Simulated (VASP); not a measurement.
Input for VASP

File KPOINTS:
```
Automatic mesh
0
Gamma
6 6 6
0 0 0
```

File POSCAR:
```
ZnTe
1
    0.0000000000     3.0500000000     3.0500000000
    3.0500000000     0.0000000000     3.0500000000
    3.0500000000     3.0500000000     0.0000000000
Zn Te
1 1
Direct
 -0.0114754098   0.0114754098   0.0278688525
  0.2500000000   0.2500000000   0.2500000000
```

### INCAR
```
SYSTEM = ZnTe
PREC = Accurate
ENCUT = 400
EDIFF = 1E-6
NELM = 100
ALGO = Normal
LREAL = .FALSE.
LASPH = .TRUE.
ISMEAR = 0
SIGMA = 0.05
GGA = PE
LMAXMIX = 4
LWAVE = .FALSE.
LCHARG = .FALSE.
ISIF = 2
IBRION = 2
NSW = 2
EDIFFG = -0.01
```

POTCAR, in this order: Zn Te (PBE.64 set). Program: vasp_std.

What VASP printed:

**standard output**
```
 POSCAR found type information on POSCAR ZnTe
 POSCAR found :  2 types and       2 ions
 Reading from existing POTCAR
 Reading from existing POTCAR
 LDA part: xc-table for (Slater+PW92), standard interpolation
 POSCAR, INCAR and KPOINTS ok, starting setup
 WAVECAR not read
 entering main loop
       N       E                     dE             d eps       ncg     rms          rms(c)
DAV:   1     0.704665326015E+02    0.70467E+02   -0.72843E+03  2912   0.123E+03
DAV:   2    -0.140616029581E+01   -0.71873E+02   -0.69024E+02  3122   0.233E+02
DAV:   3    -0.525046627329E+01   -0.38443E+01   -0.38321E+01  3702   0.568E+01
DAV:   4    -0.530247349931E+01   -0.52007E-01   -0.52001E-01  3721   0.651E+00
DAV:   5    -0.530314302086E+01   -0.66952E-03   -0.66952E-03  3588   0.574E-01    0.489E+00
DAV:   6    -0.513183171079E+01    0.17131E+00   -0.60720E-01  3635   0.230E+01    0.381E+00
DAV:   7    -0.512089107582E+01    0.10941E-01   -0.12094E-01  3257   0.405E+00    0.154E+00
DAV:   8    -0.512085013941E+01    0.40936E-04   -0.49775E-03  3799   0.740E-01    0.393E-01
DAV:   9    -0.512106836389E+01   -0.21822E-03   -0.10974E-03  3167   0.340E-01    0.129E-01
DAV:  10    -0.512109213806E+01   -0.23774E-04   -0.88557E-05  3528   0.963E-02    0.897E-02
DAV:  11    -0.512114737663E+01   -0.55239E-04   -0.83662E-05  3057   0.586E-02    0.387E-02
DAV:  12    -0.512114878940E+01   -0.14128E-05   -0.27943E-06  3527   0.200E-02    0.143E-02
DAV:  13    -0.512114911575E+01   -0.32635E-06   -0.29949E-07  2136   0.497E-03
   1 F= -.51211491E+01 E0= -.51211491E+01  d E =-.512115E+01
 curvature:   0.00 expect dE= 0.000E+00 dE for cont linesearch  0.000E+00
 trial: gam= 0.00000 g(F)=  0.455E-01 g(S)=  0.000E+00 ort = 0.000E+00 (trialstep = 0.100E+01)
 search vector abs. value=  0.455E-01
 bond charge predicted
       N       E                     dE             d eps       ncg     rms          rms(c)
DAV:   1    -0.515035355075E+01   -0.29205E-01   -0.60899E+00  3037   0.205E+01    0.412E-01
DAV:   2    -0.515435946066E+01   -0.40059E-02   -0.42212E-02  3412   0.218E+00    0.156E-01
DAV:   3    -0.515434236438E+01    0.17096E-04   -0.65526E-04  3478   0.448E-01    0.825E-02
DAV:   4    -0.515434290992E+01   -0.54555E-06   -0.68190E-05  3385   0.116E-01    0.222E-02
DAV:   5    -0.515434559990E+01   -0.26900E-05   -0.11991E-05  3202   0.368E-02    0.653E-03
DAV:   6    -0.515434586912E+01   -0.26922E-06   -0.13384E-06  2056   0.187E-02
   2 F= -.51543459E+01 E0= -.51543459E+01  d E =-.331968E-01
 trial-energy change:   -0.033197  1 .order   -0.033351   -0.045485   -0.021217
 step:   1.9443(harm=  1.8743)  dis= 0.05841  next Energy=    -5.164234 (dE=-0.431E-01)
```

OUTCAR:
```
------------------------ aborting loop because EDIFF is reached ----------------------------------------
  FORCE on cell =-STRESS in cart. coord.  units (eV):
  Direction    XX          YY          ZZ          XY          YZ          ZX
  --------------------------------------------------------------------------------------
  Total        0.6648017      0.6842453      0.6881274     -0.0324642      0.3272493      0.1230117
  in kB       18.7703857     19.3193661     19.4289772     -0.9166132      9.2397401      3.4731820
  external PRESSURE =      19.1729097 kB  Pullay stress =       0.0000000 kB
  volume of cell :       56.75
      direct lattice vectors                 reciprocal lattice vectors
     0.000000000  3.050000000  3.050000000    -0.163934426  0.163934426  0.163934426
     3.050000000  0.000000000  3.050000000     0.163934426 -0.163934426  0.163934426
     3.050000000  3.050000000  0.000000000     0.163934426  0.163934426 -0.163934426
 POSITION                                       TOTAL-FORCE (eV/Angst)
 -----------------------------------------------------------------------------------
      0.08996      3.08699      3.04498        -0.307630     -0.115787      0.027921
      1.55504      1.53801      1.53002         0.307630      0.115787     -0.027921
 -----------------------------------------------------------------------------------
    total drift:                               -0.001388     -0.000918     -0.000264
  FREE ENERGIE OF THE ION-ELECTRON SYSTEM (eV)
  ---------------------------------------------------
  free  energy   TOTEN  =        -5.1543458691 eV

  energy  without entropy=       -5.1543458691  energy(sigma->0) =       -5.15434587
```
(Selected blocks of OUTCAR.)

### Question
Read input and log: which fault does this run have?
A. one atom is typed twice, on or next to the same site
B. LSORBIT needs the non-collinear program vasp_ncl
C. NSW is too small for the relaxation to finish
D. MAGMOM holds more values than there are atoms

### Answer
C, NSW is too small for the relaxation to finish. The run did not converge; its last values are not results. Against the sound run, the energy per atom (σ→0) rises by 0.005 eV/atom; the pressure rises by 0.13 GPa; the largest force rises by 0.324 eV/Å; the band gap decreases by 0.08 eV.

To mend it, set NSW = 40.

The mended run (PBE GGA, plane waves, VASP's PBE PAW potentials (set 64)) converges, and its OSZICAR ends with
```
   6 F= -.51651878E+01 E0= -.51651878E+01  d E =-.255968E-04
```

The compound is ZnTe in the zinc blende structure. In the starting cell atoms are displaced from their ideal sites.
